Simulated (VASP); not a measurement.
# Al (Fm-3m) in VASP: further runs

The runs below take Al through single point, with LDA.

All numbers are computed with VASP 6.6.1; they aren't measurements. Logs are shortened: lines on timing, memory, paths and dates and some standing lists are left out, and cuts for length are marked.

### 1 The undisturbed crystal

It takes space group Fm-3m (No. 225, cubic). The conventional cell has a = 4.050 Å, b = 4.050 Å, c = 4.050 Å, α = 90.00°, β = 90.00°, γ = 90.00°. Al (site symmetry m-3m) is surrounded by 12 Al at 2.86 Å.

### 2 Single point, LDA (grid = ENCUT=350 dk=0.35 cell=2x2x2 ISMEAR=1 SIGMA=0.1 LREAL=Auto EDIFF=1e-06)

The input, INCAR:

```
SYSTEM = Al7Cu
  PREC = Accurate
  ENCUT = 350
  EDIFF = 1E-6
  ISMEAR = 1
  SIGMA = 0.1
  LREAL = Auto
  LASPH = .TRUE.
  NELM = 120
  ALGO = Fast
  ISIF = 2
  LWAVE = .FALSE.
  LCHARG = .FALSE.
  GGA = CA
  NBANDS = 24
```

The input, KPOINTS:

```
Automatic mesh
0
G
  4 4 4
  0 0 0
```

The input, POSCAR:

```
Al7Cu
1.0
    0.0000000000      4.0496100000      4.0496100000
    4.0496100000      0.0000000000      4.0496100000
    4.0496100000      4.0496100000      0.0000000000
Cu Al
1 7
Direct
    0.0000000000      0.0000000000      0.0000000000
    0.0000000000      0.0000000000      0.5000000000
    0.0000000000      0.5000000000      0.0000000000
    0.0000000000      0.5000000000      0.5000000000
    0.5000000000      0.0000000000      0.0000000000
    0.5000000000      0.0000000000      0.5000000000
    0.5000000000      0.5000000000      0.0000000000
    0.5000000000      0.5000000000      0.5000000000
```

Potentials or basis: VASP PAW LDA potentials, release 64 (Cu, Al).

Started as:

```console
$ cat potpaw_LDA.64/Cu/POTCAR potpaw_LDA.64/Al/POTCAR > POTCAR
$ mpirun -np 1 vasp_std > vasp.out
```

OUTCAR:

```text
SYSTEM = Al7Cu
   PREC = Accurate
   ENCUT = 350
   EDIFF = 1E-6
   ISMEAR = 1
   LREAL = Auto
   LASPH = .TRUE.
   NELM = 120
   ISIF = 2
   GGA = CA

 Found      8 irreducible k-points:

 Following reciprocal coordinates:
            Coordinates               Weight
  0.000000  0.000000  0.000000      1.000000
  0.250000  0.000000  0.000000      8.000000
  0.500000  0.000000  0.000000      4.000000
  0.250000  0.250000  0.000000      6.000000
  0.500000  0.250000  0.000000     24.000000
 -0.250000  0.250000  0.000000     12.000000
   k-points           NKPTS =      8   k-points in BZ     NKDIM =      8   number of bands    NBANDS=     24
   number of dos      NEDOS =    301   number of ions     NIONS =      8
   total plane-waves  NPLWV =  46656
   dimension x,y,z NGX =    36 NGY =   36 NGZ =   36
   dimension x,y,z NGXF=    72 NGYF=   72 NGZF=   72
   ions per type =               1   7
   NGX,Y,Z   is equivalent  to a cutoff of  10.45, 10.45, 10.45 a.u.
   NGXF,Y,Z  is equivalent  to a cutoff of  20.90, 20.90, 20.90 a.u.
 SYSTEM =  Al7Cu
   PREC   = accura    normal or accurate (medium, high low for compatibility)
   ISTART =      0    job   : 0-new  1-cont  2-samecut
   ICHARG =      2    charge: 1-file 2-atom 10-const
   ISPIN  =      1    spin polarized calculation?
   LNONCOLLINEAR =      F non collinear calculations
   LSORBIT =      F    spin-orbit coupling
   LASPH  =      T    aspherical Exc in radial PAW
   ENCUT  =  350.0 eV  25.72 Ry    5.07 a.u.   8.74  8.74  8.74*2*pi/ulx,y,z
   NELM   =    120;   NELMIN=  2; NELMDL= -5     # of ELM steps
   EDIFF  = 0.1E-05   stopping-criterion for ELM
   LREAL  =      T    real-space projection
   EDIFFG = 0.1E-04   stopping-criterion for IOM
   NSW    =      0    number of steps for IOM
[... 5 lines left out ...]
   TEBEG  =    0.0;   TEEND  =   0.0 temperature during run
   PSTRESS=    0.0 pullay stress
   NELECT =      32.0000    total number of electrons
   NUPDOWN=      -1.0000    fix difference up-down
   EMIN   =  10.00;   EMAX   =-10.00  energy-range for DOS
   EFERMI =   0.00;   METHOD = LEGACY
   ISMEAR =     1;   SIGMA  =   0.10  broadening in eV -4-tet -1-fermi 0-gaus
   EFERMI_NEDOS =   21; number of points for ismear=-14 and -15
   IALGO  =     68    algorithm
   IMIX   =      4    mixing-type and parameters
     AMIX     =   0.40;   BMIX     =  1.00
     AMIX_MAG =   1.60;   BMIX_MAG =  1.00
  volume/ion in A,a.u.               =      16.60       112.04
  Fermi-wavevector in a.u.,A,eV,Ry     =   1.018673  1.925014 14.118704  1.037695
  Thomas-Fermi vector in A             =   2.152144
   LORBIT       =      0    0 simple, 1 ext, 2 COOP (PROOUT), +10 PAW based schemes
   GGA     = CA    functional components
   LHFCALC =     F    Hartree Fock is set to
   AEXX    =    0.0000 exact exchange contribution
   IVDW    =     0    specifies the selected vdW correction
   LEPSILON=     F    determine dielectric tensor
   LRPA    =     F    only Hartree local field effects (RPA)
 non-spin polarized calculation
 RMM-DIIS sequential band-by-band and
 Methfessel and Paxton  Order N= 1 SIGMA  =   0.10
  energy-cutoff  :      350.00
  volume of cell :      132.82
 maximum number of plane-waves:      1996
 NGX is ok and might be reduce to    36
   NGX = 17   NGY = 17   NGZ = 17

 number of electron      31.9999975 magnetization

 Free energy of the ion-electron system (eV)
  ---------------------------------------------------
  ext. energy  EPLUGINS =         0.00000000
  ---------------------------------------------------
  free energy    TOTEN  =       -33.53207640 eV

  energy without entropy =      -33.53106363  energy(sigma->0) =      -33.53173881

 E-fermi :   7.1183     XC(G=0): -10.4386

 val. band max:        7.1043536588   @ k =   0.5000   0.0000   0.0000
 cond. band min:       7.1202202450   @ k =   0.2500   0.2500   0.0000
 fundamental gap:      0.0158665862
 Fermi energy:         7.1183148485

 k-point     1 :       0.0000    0.0000    0.0000
  band No.  band energies     occupation
      1      -3.3920      2.00000
      2       2.5886      2.00000
      3       2.5886      2.00000
      4       2.5886      2.00000
      5       2.8594      2.00000
      6       3.2371      2.00000
      7       3.2371      2.00000
      8       3.2371      2.00000
      9       3.6664      2.00000
     10       3.6664      2.00000
     11       3.8186      2.00000
     12       4.7324      2.00000
     13       4.7324      2.00000
     14       4.7324      2.00000
     15       4.9545      2.00000
     16       4.9545      2.00000
     17       4.9545      2.00000
     18       6.5963      2.00000
     19       6.7041      2.00000
     20       6.7041      2.00000
     21      13.0366      0.00000
     22      13.0382      0.00000
     23      13.0434      0.00000
     24      13.5018      0.00000

 k-point     2 :       0.2500    0.0000    0.0000
  band No.  band energies     occupation
      1      -2.9724      2.00000
      2       0.3192      2.00000
      3       2.2893      2.00000
      4       2.2893      2.00000
      5       2.4733      2.00000
      6       3.2362      2.00000
      7       3.2362      2.00000
      8       3.5699      2.00000
      9       3.7670      2.00000
     10       3.7670      2.00000
     11       4.1814      2.00000
     12       4.3859      2.00000
     13       4.3859      2.00000
     14       5.0356      2.00000
     15       5.3304      2.00000
     16       5.3304      2.00000
     17       6.9983      2.07072
     18       8.3861     -0.00000
     19       8.3861     -0.00000
     20       8.5799     -0.00000
     21      10.1078      0.00000
     22      10.1078      0.00000
     23      10.1597      0.00000
     24      13.3940      0.00000

 k-point     3 :       0.5000    0.0000    0.0000
  band No.  band energies     occupation
      1      -1.8570      2.00000
      2      -1.5715      2.00000
      3       2.2018      2.00000
      4       2.2018      2.00000
      5       2.4226      2.00000
      6       2.8469      2.00000
      7       2.8820      2.00000
      8       2.8820      2.00000
      9       3.7277      2.00000
     10       3.7277      2.00000
     11       4.3793      2.00000
     12       4.3793      2.00000
     13       4.3908      2.00000
     14       6.9583      2.04608
     15       6.9583      2.04608
     16       7.1044      1.23376
     17       7.1617      0.33711
     18       7.5617     -0.00000
     19       7.5617     -0.00000
     20      10.8960      0.00000
     21      10.9927      0.00000
     22      11.2550      0.00000
     23      11.2551      0.00000
     24      11.7064      0.00000

 k-point     4 :       0.2500    0.2500    0.0000
  band No.  band energies     occupation
      1      -2.8327      2.00000
      2       1.2155      2.00000
      3       1.3123      2.00000
      4       1.5300      2.00000
      5       1.5300      2.00000
      6       2.2258      2.00000
      7       3.7528      2.00000
      8       3.7582      2.00000
      9       3.7582      2.00000
     10       4.0192      2.00000
     11       4.0937      2.00000
     12       5.2707      2.00000
     13       5.2707      2.00000
     14       5.8993      2.00000
     15       6.2102      2.00000
     16       6.4979      2.00000
     17       6.4979      2.00000
     18       7.1202      0.96776
     19       7.2051     -0.01091
     20       9.7457      0.00000
     21       9.7457      0.00000
     22      10.5457      0.00000
     23      10.8774      0.00000
     24      11.1811      0.00000

 k-point     5 :       0.5000    0.2500    0.0000
  band No.  band energies     occupation
      1      -1.8733      2.00000
      2      -0.7544      2.00000
      3       0.3240      2.00000
      4       1.4120      2.00000
      5       1.5045      2.00000
      6       3.3077      2.00000
      7       3.6167      2.00000
      8       3.7208      2.00000
      9       3.7886      2.00000
     10       3.9715      2.00000
     11       4.4353      2.00000
     12       4.9248      2.00000
     13       5.1064      2.00000
     14       6.1025      2.00000
     15       7.0182      2.05043
     16       7.0438      1.94956
     17       8.0144     -0.00000
     18       8.1854     -0.00000
     19       9.2053      0.00000
     20       9.4062      0.00000
     21      10.3175      0.00000
     22      10.4469      0.00000
     23      11.1274      0.00000
     24      11.2620      0.00000

 k-point     6 :      -0.2500    0.2500    0.0000
  band No.  band energies     occupation
      1      -2.2809      2.00000
      2      -0.1961      2.00000
      3       0.0602      2.00000
      4       2.0040      2.00000
      5       2.1570      2.00000
      6       3.2605      2.00000
      7       3.6334      2.00000
      8       3.6633      2.00000
      9       3.8355      2.00000
     10       3.9303      2.00000
     11       4.3526      2.00000
     12       4.7635      2.00000
     13       5.0279      2.00000
     14       5.0610      2.00000
     15       6.0880      2.00000
     16       6.6951      2.00000
     17       7.5105     -0.00000
     18       8.6283     -0.00000
     19       8.9298     -0.00000
     20      10.1834      0.00000
     21      10.3113      0.00000
     22      10.7928      0.00000
     23      11.2550      0.00000
     24      11.5574      0.00000

 [... further k-points ...]

------------------------ aborting loop because EDIFF is reached ----------------------------------------

  FORCE on cell =-STRESS in cart. coord.  units (eV):
  Direction    XX          YY          ZZ          XY          YZ          ZX
  --------------------------------------------------------------------------------------
  -------------------------------------------------------------------------------------
  Total       -6.4352496     -6.4352496     -6.4352496      0.0000000     -0.0000000      0.0000000
  in kB      -77.6258524    -77.6258524    -77.6258524      0.0000000     -0.0000000      0.0000000
  external PRESSURE =     -77.6258524 kB  Pullay stress =       0.0000000 kB

 VOLUME and BASIS-vectors are now :
 -----------------------------------------------------------------------------
  energy-cutoff  :      350.00
  volume of cell :      132.82
      direct lattice vectors                 reciprocal lattice vectors
     0.000000000  4.049610000  4.049610000    -0.123468680  0.123468680  0.123468680
     4.049610000  0.000000000  4.049610000     0.123468680 -0.123468680  0.123468680
     4.049610000  4.049610000  0.000000000     0.123468680  0.123468680 -0.123468680

 POSITION                                       TOTAL-FORCE (eV/Angst)
 -----------------------------------------------------------------------------------
      0.00000      0.00000      0.00000         0.000000     -0.000000     -0.000000
      2.02481      2.02481      0.00000        -0.000000      0.000000     -0.000000
      2.02481      0.00000      2.02481         0.000000      0.000000     -0.000000
      4.04961      2.02481      2.02481         0.000000     -0.000000      0.000000
      0.00000      2.02481      2.02481        -0.000000     -0.000000      0.000000
      2.02481      4.04961      2.02481         0.000000     -0.000000      0.000000
      2.02481      2.02481      4.04961        -0.000000      0.000000     -0.000000
      4.04961      4.04961      4.04961        -0.000000      0.000000      0.000000
 -----------------------------------------------------------------------------------
    total drift:                               -0.000000      0.000000      0.000000

  FREE ENERGIE OF THE ION-ELECTRON SYSTEM (eV)
  ---------------------------------------------------
  free  energy   TOTEN  =       -33.5320764048 eV

  energy  without entropy=      -33.5310636305  energy(sigma->0) =      -33.53173881
```

Run time: 19 s. Hardware: 1 thread of Intel Xeon 6975P-C (Granite Rapids), shared host; peak memory 0.16 GiB.

These settings aren't checked as converged: the numbers below hold their error.

Results:

```yaml
Free_energy: -33.5321 eV
Pressure: -7.8 GPa
Band_gap_on_the_k_mesh: none (metal or under the smearing width)
```

Caveat: the cutoff is under 1.25 times the usual one of these potentials, so pressure, stress and relaxed cells hold a basis-set (Pulay) error.

(Part 1 of 2 ends here.)
